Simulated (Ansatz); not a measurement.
Crystal: AlN.

```
Al N
1.0
     3.11300    0.00000    0.00000
    -1.55650    2.69594    0.00000
     0.00000    0.00000    4.98100
Al N
2 2
Direct
  0.66667 0.33333 0.50000
  0.33333 0.66667 0.00000
  0.66667 0.33333 0.88000
  0.33333 0.66667 0.38000
```

```yaml
Program: Ansatz 0.2.0
Task: relaxation of cell and atoms
Functional: RPBE
Potentials_or_basis: Ansatz PAW
Cutoff: "420 eV (not typed: the program's choice for these potentials)"
k_mesh: 10 × 10 × 6
Occupations: fermi-dirac, width 0.05 eV
Spin: no spin polarisation
```

At the start: volume 10.45 Å³/atom.

**Question.** How do energy, volume and symmetry change on relaxing?

**Answer.** It ends after 8 steps and the volume is 10.84 Å³/atom (+3.7 %); space group P6_3mc (No. 186, to 0.05 Å).

The path:
| step | energy change (eV) | largest force (eV/Å) | volume (Å³) |
| --- | --- | --- | --- |
| 1 | 0.0000 | 0.1378 | 41.80 |
| 2 | -0.0244 | 0.0937 | 42.57 |
| 3 | -0.0311 | 0.0333 | 43.29 |
| 4 | -0.0311 | 0.0047 | 43.31 |
| 5 | -0.0311 | 0.0004 | 43.33 |
| 6 | -0.0361 | 0.0006 | 43.33 |
| 7 | -0.0361 | 0.0007 | 43.37 |
| 8 | -0.0362 | 0.0007 | 43.37 |

Final structure:
```
Al N
1.0
     3.14906    0.00000    0.00000
    -1.57453    2.72716    0.00000
     0.00000    0.00000    5.04950
Al N
2 2
Direct
  0.66667 0.33333 0.49925
  0.33333 0.66667 0.99925
  0.66667 0.33333 0.88075
  0.33333 0.66667 0.38075
```

Caveat: the plane-wave basis is chosen anew once the cell has moved, so the energies of steps on either side of that aren't comparable; the pressure holds a Pulay correction of +0.4 GPa for the finite cutoff; the PAW data sets come from PBE, with cores solved anew for the run's functional, which leaves a small shift of forces and pressure.
